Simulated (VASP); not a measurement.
Here is a VASP 6.6.1 calculation.

Contents of INCAR:

```
SYSTEM = CdS
  ALGO = Normal
  EDIFF = 1E-6
  EDIFFG = -0.01
  ENCUT = 600
  IBRION = 2
  ISIF = 3
  ISMEAR = 0
  LASPH = .True.
  LCHARG = .False.
  LREAL = .False.
  LWAVE = .False.
  NELM = 80
  NSW = 90
  PREC = Accurate
  SIGMA = 0.03
```

File KPOINTS:

```
k-points
0
Gamma
  9 9 4
  0 0 0
```

File POSCAR:

```
CdS
1.0
    4.1500000000      0.0000000000      0.0000000000
   -2.0750000000      3.5940054257      0.0000000000
    0.0000000000      0.0000000000      6.7370000000
Cd S
2 2
Direct
    0.3333333333      0.6666666667      0.0000000000
    0.6666666667      0.3333333333      0.5000000000
    0.3333333333      0.6666666667      0.3750000000
    0.6666666667      0.3333333333      0.8750000000
```

Potentials or basis: VASP PAW LDA potentials, release 64 (Cd, S).

Command:

```console
$ cat potpaw_LDA.64/Cd/POTCAR potpaw_LDA.64/S/POTCAR > POTCAR
$ mpirun -np 1 vasp_std > vasp.out
```

What does it give for the relaxed cell?

a = 4.083 Å, b = 4.083 Å, c = 6.657 Å, α = 90.00°, β = 90.00°, γ = 120.00°.

Predict the band gap on the k mesh.

1.04 eV, direct.

Final structure:
```cif
data_structure
_symmetry_space_group_name_H-M 'P 1'
_symmetry_Int_Tables_number 1
_cell_length_a 4.0835
_cell_length_b 4.0835
_cell_length_c 6.6574
_cell_angle_alpha 90.000
_cell_angle_beta 90.000
_cell_angle_gamma 120.000
_cell_volume 96.14
loop_
_atom_site_label
_atom_site_type_symbol
_atom_site_fract_x
_atom_site_fract_y
_atom_site_fract_z
_atom_site_occupancy
Cd1 Cd 0.33333 0.66667 0.99957 1
Cd2 Cd 0.66667 0.33333 0.49957 1
S1 S 0.33333 0.66667 0.37543 1
S2 S 0.66667 0.33333 0.87543 1
```

LDA gaps usually lie below the measured ones, often by a third to a half. Zero-point motion and thermal expansion aren't in these numbers.
